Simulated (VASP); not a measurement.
ZrN, 2 atoms in the cell. Symmetry: Fm-3m, No. 225, cubic system. The conventional cell has a = 4.589 Å, b = 4.589 Å, c = 4.589 Å, α = 90.00°, β = 90.00°, γ = 90.00°. Zr (site symmetry m-3m) has 6 N at 2.29 Å as nearest neighbours. Around N (site symmetry m-3m) lie 6 Zr at 2.29 Å. The cell is a database's computed one.

```yaml
Program: VASP 6.6.1
Task: relaxation of cell and atoms
Functional: PBE
Potentials_or_basis: VASP PAW PBE potentials, release 64 (Zr_sv, N)
Cutoff: 600 eV
k_mesh: 16 × 16 × 16
Occupations: methfessel-paxton, width 0.1 eV
Spin: no spin polarisation
Further_INCAR_settings: ALGO = Fast; EDIFF = 1e-06; IBRION = 2; EDIFFG = -0.005; NSW = 80; ISIF = 3
```

Potentials or basis: VASP PAW PBE potentials, release 64 (Zr_sv, N).

Launch:

```console
$ cat potpaw_PBE.64/Zr_sv/POTCAR potpaw_PBE.64/N/POTCAR > POTCAR
$ mpirun -np 2 vasp_std > vasp.out
```

Hardware: 2 MPI ranks on Intel(R) Xeon(R) Platinum 8488C (Sapphire Rapids) (shared host).

Q: How long does it take, and how much memory?

A: Wall time 59 s on 2 MPI ranks on Intel(R) Xeon(R) Platinum 8488C (Sapphire Rapids) (shared host), peak memory 0.19 GiB a rank. Counts: scf iterations 41, k points 145, ion steps 3.
